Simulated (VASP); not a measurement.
A run of VASP 6.6.1 is set up as follows.

The input INCAR:

```
SYSTEM = RuS2
  ALGO = Normal
  EDIFF = 1E-6
  ENCUT = 520
  ISIF = 2
  ISMEAR = 0
  ISPIN = 2
  LASPH = .True.
  LCHARG = .False.
  LMAXMIX = 4
  LMIXTAU = .True.
  LORBIT = 11
  LREAL = .False.
  LWAVE = .False.
  MAGMOM = 1 0 0
  METAGGA = R2SCAN
  NBANDS = 24
  NELM = 60
  PREC = Accurate
  SIGMA = 0.05
```

KPOINTS

```
k-points
0
Gamma
  6 6 4
  0 0 0
```

POSCAR

```
RuS2
1.0
    3.5211794000      0.0000000000      0.0000000000
   -1.7605897000      3.0494308100      0.0000000000
    0.0000000000      0.0000000000      5.6803931900
Ru S
1 2
Direct
    0.0000000000      0.0000000000      0.0000000000
    0.3333333333      0.6666666667      0.2520000000
    0.6666666667      0.3333333333      0.7480000000
```

Potentials or basis: VASP PAW PBE potentials, release 64 (Ru_pv, S).

Run with:

```bash
$ cat potpaw_PBE.64/Ru_pv/POTCAR potpaw_PBE.64/S/POTCAR > POTCAR
$ mpirun -np 1 vasp_std > vasp.out
```

Problem. Predict the largest force.

Solution. 1.404 eV/Å.

Problem. Predict the site moments.

Solution. Ru +1.46; S +0.13 μB.

Problem. Estimate the pressure.

Solution. -12.2 GPa.

Forces in eV/Å, atoms in the order of the input:
```
Ru   0.000  0.000  0.000
S    0.000  0.000 -1.404
S    0.000  0.000  1.404
```

Caveat: the PAW data sets were made with another functional, which shifts forces and pressure a little.
